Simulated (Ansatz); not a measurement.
# A strain series on KCl (rocksalt): biaxial in x and y, z held

Rocksalt KCl, relaxed with r2SCAN in Ansatz, then strained (biaxial in x and y, z held; changes of length per length, axes as in the cell below) with the atoms relaxed again within the symmetry that is left. Space group Fm-3m (No. 225), cubic; a = 6.290 Å in the conventional setting, 31.10 Å³ an atom. K is surrounded by 6 Cl at 3.14 Å; Cl is surrounded by 6 K at 3.14 Å. Calculated for a static, non-magnetic cell.

```
CELL_PARAMETERS angstrom
0.00000 3.14485 3.14485
3.14485 0.00000 3.14485
3.14485 3.14485 0.00000
ATOMIC_POSITIONS crystal
K 0.00000 0.00000 0.00000
Cl 0.50000 0.50000 0.50000
```

Gaps are the least over each mesh (PBE 8×8×8, r2SCAN 8×8×8, HSE06 6×6×6 when unstrained) and the special points, which keep their unstrained names; stress is the change from the unstrained cell, compression positive.

```tsv
strain (%)	gap, PBE (eV)	gap, r2SCAN (eV)	gap, HSE06 (eV)	edges, HSE06	in-plane stress, r2SCAN (GPa)	energy rise, r2SCAN (meV/atom)
-5.82	5.585	6.229	6.927	Γ	+4.74	45.2
-1.62	5.304	5.943	6.623	Γ	+0.95	3.0
-1.13	5.271	5.909	6.587	Γ	+0.64	1.5
-0.64	5.238	5.875	6.552	Γ	+0.35	0.5
0.0	5.194	5.831	6.505	Γ	0.00	0.0
+0.38	5.167	5.803	6.476	Γ	-0.19	0.1
```

Between zero and the nearest strains the slope of the HSE06 gap against strain is -0.073 eV per percent for negative and -0.078 for positive strain.

The meshes of the hybrids are coarse, so their gaps aren't converged to the digits shown.
